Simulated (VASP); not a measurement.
Pt, 16 atoms in the cell. The cell holds a slab with vacuum, 16 atoms: a = 5.544 Å, b = 5.544 Å, c = 23.290 Å, α = 90.00°, β = 90.00°, γ = 60.00°. The cell was built by a generator and needn't be a form met in nature.

- Program: VASP 6.6.1
- Task: single point
- Functional: RPBE
- Potentials or basis: VASP PAW PBE potentials, release 64 (Pt)
- Cutoff: 400 eV
- k mesh: 6 × 6 × 1
- Occupations: methfessel-paxton, width 0.1 eV
- Spin: no spin polarisation
- Further INCAR settings: LREAL = Auto; ALGO = Fast; EDIFF = 1e-06; ISYM = 0

Potentials or basis: VASP PAW PBE potentials, release 64 (Pt).

Launch:

```console
$ cat potpaw_PBE.64/Pt/POTCAR > POTCAR
$ mpirun -np 4 vasp_std > vasp.out
```

Hardware: 4 MPI ranks on AMD EPYC 9R45 (Zen 5) (shared host).

**Question.** How long does it take, and how much memory?

**Answer.** It took 6.2 min on 4 MPI ranks on AMD EPYC 9R45 (Zen 5), on a shared host, peak memory 0.76 GiB a rank. Counts: scf iterations 36, k points 20.
